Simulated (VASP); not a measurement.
# Mg (P6_3/mmc) in VASP: notebook, part 2 of 2

VASP 6.6.1.

## Step 5: Relaxation of cell and atoms, RPBE+D3(BJ)

INCAR

```
SYSTEM = Mg
PREC     = Accurate       ! precision mode
ENCUT    = 600            ! plane-wave cutoff, eV
EDIFF    = 1E-6           ! SCF threshold, eV
ISMEAR   = -1             ! smearing method
SIGMA    = 0.05           ! smearing width, eV
LREAL    = .False.        ! projectors in reciprocal space
LASPH    = .True.         ! aspherical terms in the spheres
NELM     = 60             ! most SCF steps
ALGO     = Normal         ! electronic algorithm
ISIF     = 3              ! what is computed and relaxed
LWAVE    = .False.        ! write WAVECAR
LCHARG   = .False.        ! write CHGCAR
GGA      = RP             ! functional
IVDW     = 12             ! dispersion correction
IBRION   = 2              ! ionic algorithm
NSW      = 40             ! ionic steps
EDIFFG   = -0.01          ! ionic threshold
```

KPOINTS

```
Automatic mesh
0
Gamma
  10 10 5
  0 0 0
```

POSCAR

```
Mg
1.0
    3.2093000000      0.0000000000      0.0000000000
   -1.6046500000      2.7793353284      0.0000000000
    0.0000000000      0.0000000000      5.2103000000
Mg
2
Direct
    0.6666666667      0.3333333333      0.7500000000
    0.3333333333      0.6666666667      0.2500000000
```

On the command line:

```console
> cat potpaw_PBE.64/Mg/POTCAR > POTCAR
> mpirun -np 1 vasp_std > vasp.out
```

Run time: 46 s. Hardware: 1 thread of Intel Xeon Platinum 8488C (Sapphire Rapids), shared host; peak memory 0.2 GiB.

The run converged. Its results:

| Property | Result |
| --- | --- |
| Free energy | -5.8829 eV |
| Relaxed volume | 16.78 Å³/atom |
| Relaxed cell | a = 2.875 Å, b = 2.875 Å, c = 4.690 Å, α = 90.00°, β = 90.00°, γ = 120.00° |
| Space group after relaxing (to 0.05 Å) | P6_3/mmc (No. 194) |
| Energy gained by relaxing | 352.8 meV/atom |
| Ionic steps | 7 |
| Pressure after relaxing | 0.0 GPa |
| Band gap on the k mesh | none (metal or under the smearing width) |
| Dispersion energy per atom | -1.974 eV |

Step by step:
```
step  energy change (eV)  largest force (eV/Å)  pressure (GPa)  volume (Å³)
   1              0.0000                0.0000          -13.11        46.47
   2             -0.6944                0.0000           -2.73        34.83
   3             -0.7053                0.0000           -0.27        33.68
   4             -0.7053                0.0000            0.27        33.45
   5             -0.7056                0.0000           -0.07        33.59
   6             -0.7056                0.0000           -0.06        33.59
   7             -0.7056                0.0000            0.00        33.56
```

Final structure:
```xyz
2
Lattice="2.8745 0.0000 0.0000 -1.4373 2.4894 0.0000 0.0000 0.0000 4.6896" Properties=species:S:1:pos:R:3 pbc="T T T"
Mg    1.4373    0.8298    3.5172
Mg    0.0000    1.6596    1.1724
```

Levels at points of the mesh, in eV from the Fermi level:
```tsv
k point	band 1	band 2	band 3	band 4	band 5
(0.00, 0.00, 0.00)	-8.48	-2.36	-1.34	12.87	12.87
(0.50, 0.00, 0.00)	-2.81	-2.48	2.98	3.10	4.21
```

Caveat: the volume moved by over 15 % at a fixed basis, so the end points are rough; the PAW data sets were made with another functional, which shifts forces and pressure a little; the volume moved by -28 % from the deposited cell, more than functionals usually miss; pairwise dispersion overbinds metals, which lowers pressure and volume.

## Step 6: Relaxation of cell and atoms, RPBE+D4

INCAR

```
PREC = Accurate
ENCUT = 600
EDIFF = 1E-6
ISMEAR = -1
SIGMA = 0.05
LREAL = False
LASPH = True
NELM = 80
ALGO = Fast
ISIF = 3
LWAVE = False
LCHARG = False
GGA = RP
IVDW = 13
IBRION = 2
NSW = 60
EDIFFG = -0.005
```

KPOINTS

```
Automatic mesh
0
Gamma
  10 10 5
```

POSCAR is that of step 5.

Potentials or basis: VASP PAW PBE potentials, release 64 (Mg).

On the command line:

```console
> cat potpaw_PBE.64/Mg/POTCAR > POTCAR
> mpirun -np 1 vasp_std > vasp.out
```

OUTCAR:

```text
PREC = Accurate
   ENCUT = 600
   EDIFF = 1E-6
   ISMEAR = -1
   LREAL = False
   LASPH = True
   NELM = 80
   ISIF = 3
   GGA = RP
   IVDW = 13
   IBRION = 2
   NSW = 60
   EDIFFG = -0.005

 ion  position               nearest neighbor table
   1  0.667  0.333  0.750-   2 3.20   2 3.20   2 3.20   2 3.20   2 3.20   2 3.20
   2  0.333  0.667  0.250-   1 3.20   1 3.20   1 3.20   1 3.20   1 3.20   1 3.20

  LATTYP: Found a hexagonal cell.
 ALAT       =     3.2093000000
 C/A-ratio  =     1.6235004518

  Lattice vectors:

 A1 = (   3.2093000000,   0.0000000000,   0.0000000000)
 A2 = (  -1.6046500000,   2.7793353284,   0.0000000000)
 A3 = (   0.0000000000,   0.0000000000,   5.2103000000)

Analysis of symmetry for initial positions (statically):
=====================================================================
 Subroutine PRICEL returns:
 Original cell was already a primitive cell.

 Routine SETGRP: Setting up the symmetry group for a
 hexagonal supercell.

 Subroutine GETGRP returns: Found 24 space group operations
 (whereof 12 operations were pure point group operations)
 out of a pool of 24 trial point group operations.

The static configuration has the point symmetry D_3d.
 The point group associated with its full space group is D_6h.

Analysis of symmetry for dynamics (positions and initial velocities):
=====================================================================
 Subroutine PRICEL returns:
[... 166 lines left out ...]

  Edisp (eV):   -0.63166
[... 105 lines left out ...]
  FREE ENERGIE OF THE ION-ELECTRON SYSTEM (eV)
  ---------------------------------------------------
  free  energy   TOTEN  =        -3.0713225959 eV

  energy  without entropy=       -3.0600345904  energy(sigma->0) =       -3.06567859

[... ionic steps 4 to 19 ...]

--------------------------------------- Ionic step       20  -------------------------------------------

 number of electron       4.0000000 magnetization

------------------------ aborting loop because EDIFF is reached ----------------------------------------
[... 75 lines left out ...]
--------------------------------------- Ionic step       22  -------------------------------------------

 number of electron       4.0000000 magnetization

 Free energy of the ion-electron system (eV)
  ---------------------------------------------------
  ext. energy  EPLUGINS =         0.00000000
  ---------------------------------------------------
  free energy    TOTEN  =        -2.68042893 eV

  energy without entropy =       -2.67210641  energy(sigma->0) =       -2.67626767

 E-fermi :   2.7248     XC(G=0):  -8.3538

 val. band max:        2.6535751280   @ k =   0.5000   0.0000   0.4000
 cond. band min:       2.7458868225   @ k =   0.4000   0.1000   0.4000
 fundamental gap:      0.0923116944
 Fermi energy:         2.7247828305

 k-point     1 :       0.0000    0.0000    0.0000
  band No.  band energies     occupation
      1      -4.2026      2.00000
      2       0.8378      2.00000
      3       1.1836      2.00000
      4      13.8757      0.00000
      5      13.8757      0.00000
      6      14.0763      0.00000
[... 199 lines left out ...]
 k-point    24 :       0.4000    0.1000    0.2000
  band No.  band energies     occupation
      1       0.0914      2.00000
      2       1.9083      2.00000
      3       3.2456      0.00006
      4       4.9958      0.00000
      5       6.8888      0.00000
      6       7.9324      0.00000

 [... further k-points ...]

------------------------ aborting loop because EDIFF is reached ----------------------------------------

  DFT-D4 for vdW energy calculation

  Edisp (eV):   -0.63336
[... 25 lines left out ...]
  FREE ENERGIE OF THE ION-ELECTRON SYSTEM (eV)
  ---------------------------------------------------
  free  energy   TOTEN  =        -3.3137909191 eV

  energy  without entropy=       -3.3054684028  energy(sigma->0) =       -3.30962966

 reached required accuracy - stopping structural energy minimisation
```

CONTCAR:

```text
Mg
   1.00000000000000
     3.1774438381163073   -0.0000000000000000   -0.0000000000000000
    -1.5887219190581536    2.7517470829406223   -0.0000000000000000
     0.0000000000000000    0.0000000000000000    5.3177147029929364
  Mg
     2
Direct
     0.6666666667000030    0.3333333332999970    0.7500000000000000
     0.3333333332999970    0.6666666667000030    0.2500000000000000

  0.00000000E+00  0.00000000E+00  0.00000000E+00
  0.00000000E+00  0.00000000E+00  0.00000000E+00
```

It took 1.8 min on 1 thread of Intel Xeon Platinum 8488C (Sapphire Rapids), shared host; peak memory 0.18 GiB.

Results:

- Free energy: -3.3138 eV
- Relaxed volume: 23.25 Å³/atom
- Relaxed cell: a = 3.177 Å, b = 3.177 Å, c = 5.318 Å, α = 90.00°, β = 90.00°, γ = 120.00°
- Space group after relaxing (to 0.05 Å): P6_3/mmc (No. 194)
- Energy gained by relaxing: 3.1 meV/atom
- Ionic steps: 22
- Pressure after relaxing: 0.0 GPa
- Band gap on the k mesh: none (metal or under the smearing width)
- Dispersion energy per atom: -0.317 eV

The path:
```tsv
step	energy change (eV)	largest force (eV/Å)	pressure (GPa)	volume (Å³)
1	0.0000	0.0000	15.00	46.47
2	0.4870	0.0000	-6.66	62.69
3	0.2362	0.0000	-5.65	56.24
4	0.1325	0.0000	-4.75	53.05
5	0.0469	0.0000	-3.36	49.69
6	0.0173	0.0000	-2.48	48.06
7	0.0062	0.0000	-1.98	47.27
8	0.0016	0.0000	-1.72	46.87
9	-0.0004	0.0000	-1.58	46.67
10	-0.0013	0.0000	-1.34	46.57
11	-0.0015	0.0000	0.21	46.52
12	-0.0015	0.0000	-0.26	46.53
13	-0.0015	0.0000	-0.03	46.53
14	-0.0015	0.0000	0.04	46.53
15	-0.0027	0.0000	-0.05	46.53
16	-0.0058	0.0000	-0.90	46.53
17	-0.0005	0.0000	-1.32	46.51
18	-0.0061	0.0000	-1.14	46.53
19	-0.0063	0.0000	0.37	46.49
20	-0.0063	0.0000	-0.06	46.50
21	-0.0063	0.0000	-0.02	46.50
22	-0.0063	0.0000	-0.01	46.50
```

Final structure:
```
Mg
1.0
     3.17744    0.00000    0.00000
    -1.58872    2.75175    0.00000
     0.00000    0.00000    5.31771
Mg
2
Direct
  0.66667 0.33333 0.75000
  0.33333 0.66667 0.25000
```

Caveat: the PAW data sets were made with another functional, which shifts forces and pressure a little; pairwise dispersion overbinds metals, which lowers pressure and volume.

## Step 7: Summary

```csv
level,gap on the mesh (eV),pressure (GPa),relaxed volume (Å³/atom)
PBEsol+D4,none,0.0,23.23
PBEsol+rVV10,none,0.0,22.50
RPBE+D3,none,0.0,23.41
RPBE+D3(BJ),none,0.0,16.78
RPBE+D4,none,0.0,23.25
```

Alike in all rows: task relaxation of cell and atoms; potentials or basis VASP PAW PBE potentials, release 64 (Mg); no spin polarisation; cell relaxed; k mesh 10 × 10 × 5; cutoff (eV) 600; smearing fermi-dirac 0.05 eV.

Caveats: the PAW data sets were made with another functional, which shifts forces and pressure a little; pairwise dispersion overbinds metals, which lowers pressure and volume; the volume moved by over 15 % at a fixed basis, so the end points are rough (some runs); the volume moved by -28 % from the deposited cell, more than functionals usually miss (some runs).

Absolute energies hang on the potentials; compare differences alone.
